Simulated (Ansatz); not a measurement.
Write the native input for Ansatz 0.2.0 that does the following.

```yaml
Task: single point
Functional: PBE
Potentials_or_basis: all-electron LAPW, scalar-relativistic
Cutoff: 239 eV (chosen from the basis error)
Basis_error_allowed: 0.001 eV/atom
k_mesh: 10 × 10 × 6
Occupations: fermi-dirac, width 0.05 eV
Spin: no spin polarisation
```

The system is Ag.

```
Ag
1.0
     2.93000    0.00000    0.00000
    -1.46500    2.53745    0.00000
     0.00000    0.00000    4.79000
Ag
2
Direct
  0.68483 0.35008 0.74689
  0.33791 0.67266 0.25057
```

This isn't the form of Ag at room conditions, which is fcc.

The cell isn't the ideal one: atoms moved at random, drawn with an rms of 0.05 Å.

One way to write it, as run:

input.yaml

```yaml
crystal:
  lattice:
    - [2.93, 0.0, 0.0]
    - [-1.465, 2.5374544331, 0.0]
    - [0.0, 0.0, 4.79]
  atoms:
    - { symbol: Ag, position: [0.684827, 0.350078, 0.746889] }
    - { symbol: Ag, position: [0.337913, 0.672665, 0.250568] }
kpoints:
  mp_grid: { grid: [10, 10, 6] }
scf:
  occupations: { method: fermi_dirac, width: 0.05 }
hamiltonian:
  xc: pbe
  pseudopotentials: { kind: all_electron, lapw: { basis_error: 0.001 } }
output:
  forces: true
  stress: true
  eigenvalues: true
  populations: true
```

Potentials or basis: all-electron LAPW, scalar-relativistic.

Command:

```console
$ ansatz run input.yaml --threads 1 --pin off --max-ram 3072MiB --backend cpu --events-out ev --progress --plain --runs-dir out
```

Results of the run:

```
Pressure               : 0.6 GPa
Largest force          : 0.097 eV/Å
Band gap on the k mesh : none (metal or under the smearing width)
```

Wall time 2.3 min on 1 thread of Intel(R) Xeon(R) Processor @ 2.50GHz (Skylake/Cascade Lake), on a shared host, peak memory 0.78 GiB.
